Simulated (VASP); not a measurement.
**HgTe in VASP 6.6.1, relaxation**

INCAR

```
LDAUU = 1.0 0
NELM = 61
EDIFF = 1E-7
IBRION = 2
NSW = 40
NBANDS = 16
EDIFFG = -5E-3
PREC = Accurate
LDAU = .TRUE.
LDAUL = 2 -1
ISMEAR = -1
LDAUTYPE = 2
GGA = CA
ISIF = 3
ENCUT = 600
LCHARG = .FALSE.
LREAL = .FALSE.
LMAXMIX = 4
ISYM = 1
LWAVE = .FALSE.
SIGMA = 0.02
LASPH = .TRUE.
LDAUJ = 0 0
```

KPOINTS

```
KPOINTS created by Atomic Simulation Environment
0
Gamma
6 6 6
0 0 0
```

POSCAR

```
Hg Te
 1.0000000000000000
     0.0000000000000000    3.3260106980988229    3.3260106980988229
     3.3260106980988229    0.0000000000000000    3.3260106980988229
     3.3260106980988229    3.3260106980988229    0.0000000000000000
 Hg  Te
   1   1
Cartesian
  0.0000000000000000  0.0000000000000000 -0.0000000000000000
  1.6630053490494114  1.6630053490494114  1.6630053490494114
```

The recommended LDA PAW datasets give the neutral cell 18 valence electrons.

Command

```
mpirun -np 1 vasp_std
```

OSZICAR

```
N       E                     dE             d eps       ncg     rms          rms(c)
DAV:   1     0.114792838549E+03    0.11479E+03   -0.86391E+03   512   0.108E+03
DAV:   2    -0.468109724398E+00   -0.11526E+03   -0.10759E+03   568   0.238E+02
DAV:   3    -0.483260327617E+01   -0.43645E+01   -0.43531E+01   648   0.483E+01
DAV:   4    -0.487438076617E+01   -0.41777E-01   -0.41775E-01   752   0.429E+00
DAV:   5    -0.487448565911E+01   -0.10489E-03   -0.10489E-03   664   0.212E-01    0.655E+00
DAV:   6    -0.469016796498E+01    0.18432E+00   -0.36002E-01   600   0.747E+00    0.505E+00
DAV:   7    -0.467955278132E+01    0.10615E-01   -0.73307E-02   568   0.180E+00    0.186E+00
DAV:   8    -0.467755281754E+01    0.20000E-02   -0.81585E-03   584   0.102E+00    0.410E-01
DAV:   9    -0.467733601444E+01    0.21680E-03   -0.60384E-04   680   0.247E-01    0.887E-02
DAV:  10    -0.467733645632E+01   -0.44187E-06   -0.56061E-05   632   0.707E-02    0.419E-02
...
DAV:   1    -0.483897937195E+01   -0.91718E-01   -0.16114E+00   592   0.135E+01    0.226E+00
DAV:   2    -0.476211574675E+01    0.76864E-01   -0.17488E-01   552   0.552E+00    0.828E-01
DAV:   3    -0.475418763089E+01    0.79281E-02   -0.17145E-02   616   0.119E+00    0.756E-01
DAV:   4    -0.475276392548E+01    0.14237E-02   -0.22224E-03   600   0.313E-01    0.131E-01
DAV:   5    -0.475266317576E+01    0.10075E-03   -0.26891E-04   632   0.183E-01    0.939E-02
DAV:   6    -0.475266073478E+01    0.24410E-05   -0.52208E-05   552   0.607E-02    0.284E-02
DAV:   7    -0.475265774812E+01    0.29867E-05   -0.13164E-05   648   0.439E-02    0.506E-03
DAV:   8    -0.475265803189E+01   -0.28377E-06   -0.14434E-06   584   0.116E-02    0.353E-03
DAV:   9    -0.475265804975E+01   -0.17864E-07   -0.63501E-08   376   0.156E-03
   3 F= -.47526580E+01 E0= -.47524812E+01  d E =-.753197E-01
```

From OUTCAR

```
k-points           NKPTS =     16   k-points in BZ     NKDIM =     16   number of bands    NBANDS=     16

   NELECT =      18.0000    total number of electrons

   dimension x,y,z NGX =    40 NGY =   40 NGZ =   40
   dimension x,y,z NGXF=    80 NGYF=   80 NGZF=   80

  energy-cutoff  :      600.00
  volume of cell :       67.11
      direct lattice vectors                 reciprocal lattice vectors
     0.000000000  3.225439456  3.225439456    -0.155017636  0.155017636  0.155017636
     3.225439456 -0.000000000  3.225439456     0.155017636 -0.155017636  0.155017636
     3.225439456  3.225439456  0.000000000     0.155017636  0.155017636 -0.155017636

 k-points in reciprocal lattice and weights: KPOINTS created by Atomic Simulation Env
   0.00000000  0.00000000  0.00000000       0.005
   0.16666667  0.00000000  0.00000000       0.037
   0.33333333  0.00000000  0.00000000       0.037
   0.50000000  0.00000000  0.00000000       0.019
   0.16666667  0.16666667  0.00000000       0.028
   0.33333333  0.16666667  0.00000000       0.111
   0.50000000  0.16666667  0.00000000       0.111
  -0.33333333  0.16666667  0.00000000       0.111
   ...

 E-fermi :   2.9363

 k-point     1 :       0.0000    0.0000    0.0000
  band No.  band energies     occupation
      1      -9.1038      2.00000
      2      -4.7790      2.00000
      3      -4.7790      2.00000
      4      -4.7790      2.00000
      5      -4.2665      2.00000
      6      -4.2665      2.00000
      7       2.1382      2.00000
      8       2.9225      1.33334
      9       2.9225      1.33334
     10       2.9225      1.33334
     11       7.1290      0.00000
     12       7.1290      0.00000
     13       7.1290      0.00000
     14       9.2094      0.00000
     15      12.4359      0.00000
     16      12.4359      0.00000

 k-point     2 :       0.1667    0.0000    0.0000
  band No.  band energies     occupation
      1      -8.9734      2.00000
      2      -4.7440      2.00000
      3      -4.7440      2.00000
      4      -4.7128      2.00000
      5      -4.2695      2.00000
      6      -4.2695      2.00000
      7       0.5152      2.00000
      8       2.6314      2.00000
      9       2.6314      2.00000
     10       3.7068      0.00000
     11       7.1254      0.00000
     12       7.5035      0.00000
     13       7.5035      0.00000
     14      10.5380      0.00000
     15      11.3946      0.00000
     16      11.3946      0.00000

 k-point     3 :       0.3333    0.0000    0.0000
  band No.  band energies     occupation
      1      -8.6969      2.00000
      2      -4.6834      2.00000
      3      -4.6834      2.00000
      4      -4.3995      2.00000
      5      -4.2617      2.00000
      6      -4.2617      2.00000
      7      -1.4700      2.00000
      8       2.1479      2.00000
      9       2.1479      2.00000
     10       3.6835      0.00000
     11       7.8852      0.00000
     12       7.8852      0.00000
     13       8.6547      0.00000
     14      10.3019      0.00000
     15      11.7219      0.00000
     16      11.7219      0.00000

 ...

  Total        0.0029498      0.0029498      0.0029498      0.0000000      0.0000000     -0.0000000
  in kB        0.0704222      0.0704222      0.0704222      0.0000000      0.0000000     -0.0000000
  external PRESSURE =       0.0704222 kB  Pullay stress =       0.0000000 kB

 POSITION                                       TOTAL-FORCE (eV/Angst)
 -----------------------------------------------------------------------------------
      0.00000      0.00000      0.00000         0.000000      0.000000     -0.000000
      1.61272      1.61272      1.61272        -0.000000     -0.000000      0.000000
 -----------------------------------------------------------------------------------
    total drift:                                0.000000      0.000000      0.000000

  FREE ENERGIE OF THE ION-ELECTRON SYSTEM (eV)
  ---------------------------------------------------
  free  energy   TOTEN  =        -4.7526580498 eV

  energy  without entropy=       -4.7523044198  energy(sigma->0) =       -4.75248123
```

| ionic step | ΔE (meV/atom) | volume (Å³) | largest force (eV/Å) | pressure (GPa) | electronic steps |
| --- | --- | --- | --- | --- | --- |
| 1 | 0.0 | 73.59 | 0.000 | -3.40 | 13 |
| 2 | -35.0 | 65.58 | 0.000 | 1.15 | 10 |
| 3 | -37.7 | 67.11 | 0.000 | 0.01 | 9 |

It converged. Results: relaxed cell vector lengths 4.561, 4.561, 4.561 Å; relaxed cell volume 67.11 Å³.

For comparison, a separate LDA relaxation on usual settings, not on those above, ends at 67.13 Å³.

The run above took about 80 s on one core of a shared host (Intel Xeon Platinum 8488C) and held 0.21 GiB at most.
